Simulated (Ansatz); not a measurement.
# ZnTe, pressure series

Start from ZnTe in the zinc blende structure (space group F-43m, No. 216; a = 6.115 Å).

Cell and atoms are relaxed at each pressure.

The values are results of r2SCAN (Ansatz, a program for electronic structure), without spin-orbit coupling, earlier PAW set, not measurements.

Notes on the quantities. enthalpy: H = E + PV relative to the base's energy.

| variant | electron mass | enthalpy | density |
|---|---|---|---|
| base | 0.11 mₑ (at Γ) | – | 5.61 g/cm³ |
| pressure −2 GPa | ___ | -0.36 eV/atom | ___ |
| pressure −1 GPa | 0.11 mₑ (at Γ) | -0.18 eV/atom | 5.49 g/cm³ |
| pressure 3 GPa | 0.12 mₑ (at Γ) | +0.52 eV/atom | 5.91 g/cm³ |
| pressure 7 GPa | 0.93 mₑ along k, 0.23 mₑ across (off the special points) | +1.18 eV/atom | 6.26 g/cm³ |
| pressure 15 GPa | 1.0 mₑ along k, 0.22 mₑ across (off the special points) | +2.40 eV/atom | 6.81 g/cm³ |
| pressure 30 GPa | 1.2 mₑ along k, 0.22 mₑ across (off the special points) | +4.48 eV/atom | 7.60 g/cm³ |
| pressure 50 GPa | 1.7 mₑ along k, 0.21 mₑ across (off the special points) | +6.98 eV/atom | 8.40 g/cm³ |
| pressure 75 GPa | 1.8 mₑ along k, 0.21 mₑ across (off the special points) | +9.82 eV/atom | 9.19 g/cm³ |
| pressure 100 GPa | 2.0 mₑ along k, 0.20 mₑ across (off the special points) | +12.44 eV/atom | 9.84 g/cm³ |

Problem. Complete the table.

Solution. 
- pressure −2 GPa, electron mass: 0.10 mₑ (at Γ)
- pressure −2 GPa, density: 5.36 g/cm³

Spin-orbit coupling, missing from the scalar runs, can matter with Te. The levels and masses belong to the bands next to the band gap. Load acts through the strain it causes; cell and atoms are relaxed under it. Effective masses come from finite differences of ±0.01 Å⁻¹. Along k means along the line from Γ to the band edge. Whether these cells are dynamically stable was not tested. Measured, ZnTe leaves this structure (for cinnabar) near 9.5 GPa (temperature not stated; as listed in Datta, Sujoy, Jana, Debnarayan, arXiv (2020)), on rising pressure, with hysteresis.
